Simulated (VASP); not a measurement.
Input of a VASP 6.6.1 run:

The input INCAR:

```
ALGO = Normal
EDIFF = 1E-7
EDIFFG = -0.01
ENCUT = 600
GGA = PE
IBRION = 2
ISIF = 4
ISMEAR = 1
LASPH = T
LCHARG = F
LREAL = F
LWAVE = F
NELM = 80
NSW = 40
PREC = Accurate
SIGMA = 0.1
```

Contents of KPOINTS:

```
k-points
0
Gamma
  18 18 8
```

File POSCAR:

```
Zn                                      
1.0
    2.6708590472     -0.0000000000      0.0000000000
   -1.3354295236      2.3130317848      0.0000000000
    0.0000000000     -0.0000000000      5.1849401864
  Zn            
     2
Direct
     0.3333333332999970    0.6666666667000030    0.2500000000000000
     0.6666666667000030    0.3333333332999970    0.7500000000000000
```

Potentials or basis: VASP PAW PBE potentials, release 64 (Zn).

Launch:

```console
$ cat potpaw_PBE.64/Zn/POTCAR > POTCAR
$ mpirun -np 1 vasp_std > vasp.out
```

Task: Predict the energy gained by relaxing.

Result: 0.6 meV/atom.

Task: Estimate the band gap on the k mesh.

Result: None (metal or under the smearing width).

Final structure:
```
Zn
1.0
     2.65877    0.00000    0.00000
    -1.32939    2.30257    0.00000
     0.00000    0.00000    5.23218
Zn
2
Direct
  0.33333 0.66667 0.25000
  0.66667 0.33333 0.75000
```
